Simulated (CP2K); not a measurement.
Crystal: KCl (Sylvite).

```
K Cl
1.0
     4.44978    0.00000    0.00000
     2.22489    3.85362    0.00000
     2.22489    1.28454    3.63323
K Cl
1 1
Cartesian
  0.0000 0.0000 0.0000
  4.4498 2.5691 1.8166
```

Base run:

| Quantity | Value |
| --- | --- |
| Program | CP2K 2026.2 |
| Functional | PBE |
| Potentials or basis | POTENTIAL_UZH K GTH-PBE-q9, Cl GTH-PBE-q7; TZVP-MOLOPT-PBE-GTH basis |
| Density cutoff | 6123 eV |
| k mesh | 7 × 7 × 7 |
| Occupations | fermi-dirac, width 0.0259 eV |
| Spin | no spin polarisation |

Its results: band gap on the k mesh 5.16 eV, direct; pressure 0.8 GPa.

Q: The run is repeated on the same cell with these changes: functional from PBE to PBEsol; occupations from fermi-dirac, width 0.0259 eV to fermi-dirac, width 0.05 eV. What comes out?

A: Band gap on the k mesh 4.98 eV, direct; pressure -0.3 GPa.

Caveats: the basis of atomic orbitals isn't converged, which shifts pressures, moduli and gaps; the potentials were made for another functional, which shifts forces and pressure (some runs).

Not every run made on this cell is shown here.
